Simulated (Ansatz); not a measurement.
# AlGa3As4: the band gap up the ladder of functionals

An exercise on one series of results from a longer session: the logs are not shown, and one member is left open.

Program: Ansatz 0.2.0. PAW datasets, plane waves. Spin-unpolarised throughout. Whether this structure exists isn't addressed.

## The structure to begin with

The cell was relaxed beforehand with r2SCAN.

It is cubic, P-43m (No. 215); conventional cell a = 5.670 Å, 22.79 Å³ an atom. Al has 4 As at 2.45 Å; As has 1 Al at 2.45 Å and 3 Ga at 2.46 Å; Ga has 4 As at 2.46 Å.

The structure in full:

```cif
data_structure
_symmetry_space_group_name_H-M 'P-43m'
_symmetry_Int_Tables_number 215
_cell_length_a 5.6700
_cell_length_b 5.6700
_cell_length_c 5.6700
_cell_angle_alpha 90.000
_cell_angle_beta 90.000
_cell_angle_gamma 90.000
_cell_volume 182.29
loop_
_atom_site_label
_atom_site_type_symbol
_atom_site_symmetry_multiplicity
_atom_site_Wyckoff_symbol
_atom_site_fract_x
_atom_site_fract_y
_atom_site_fract_z
_atom_site_occupancy
Al1 Al 1 a 0.00000 0.00000 0.00000 1
As1 As 4 e 0.24974 0.24974 0.24974 1
Ga1 Ga 3 c 0.50000 0.50000 0.00000 1
```

Set-up of the first run:

input.yaml

```yaml
crystal:
  lattice:
    - [5.6700339051, 0.0, 0.0]
    - [0.0, 5.6700339051, 0.0]
    - [0.0, 0.0, 5.6700339051]
  atoms:
    - { symbol: Al, position: [0.0, 0.0, 0.0] }
    - { symbol: As, position: [0.2497401046, 0.2497401046, 0.2497401046] }
    - { symbol: Ga, position: [0.5, 0.5, 0.0] }
    - { symbol: As, position: [0.7502598954, 0.7502598954, 0.2497401046] }
    - { symbol: Ga, position: [0.5, 0.0, 0.5] }
    - { symbol: As, position: [0.7502598954, 0.2497401046, 0.7502598954] }
    - { symbol: Ga, position: [0.0, 0.5, 0.5] }
    - { symbol: As, position: [0.2497401046, 0.7502598954, 0.7502598954] }
kpoints:
  mp_grid: { grid: [4, 4, 4] }
  band_path:
    path:
      - [[0.0, 0.0, 0.0], [2.292752093663e-51, 0.5, -2.943790659933e-34], [0.5, 0.5, -6.227249472936e-34], [0.0, 0.0, 0.0], [0.5, 0.5, 0.5], [2.292752093663e-51, 0.5, -2.943790659933e-34]]
      - [[0.5, 0.5, 0.5], [0.5, 0.5, -6.227249472936e-34]]
    npoints: 10
hamiltonian:
  xc: pbe
scf:
  occupations: { method: fermi_dirac, width: 0.02 }
  n_extra_bands: 6
output:
  forces: true
  stress: true
  eigenvalues: true
  write_density: true
  write_potential: true
  elf: true
  volumetric_format: npy
```

Command:

```sh
ansatz run input.yaml --threads 2 --pin off --max-ram 29491MiB --backend cpu --events-out ev --progress --plain --runs-dir out
```

Among the steps run: PBE bands along the symmetry lines; r2SCAN; Single point with HSE06; Single point with PBE+SOC; PBE0 at the same geometry.

One table of the session follows, with a row left open; its other results are not shown here.

| level | gap (eV) |
| --- | --- |
| PBE | 0.80 |
| r2SCAN | 1.30 |
| HSE06 | 1.67 |
| PBE+SOC | 0.70 |
| PBE0 | ? |

**Question.** Estimate the row for PBE0.

The run gave: gap (eV): 2.25. In the column «gap (eV)» it is the highest.

What this shows: The gap runs from 0.70 eV (PBE+SOC) to 2.25 eV (PBE0). Against HSE06, PBE is short by 0.87 eV, at 48 % of it, and r2SCAN 78 %. PBE0 lies 0.58 eV above HSE06, which differs from it by screening the long-range exchange.

Caveats from the session: Warnings in the runs' records: stress scf threshold loose, stress exchange threshold loose.
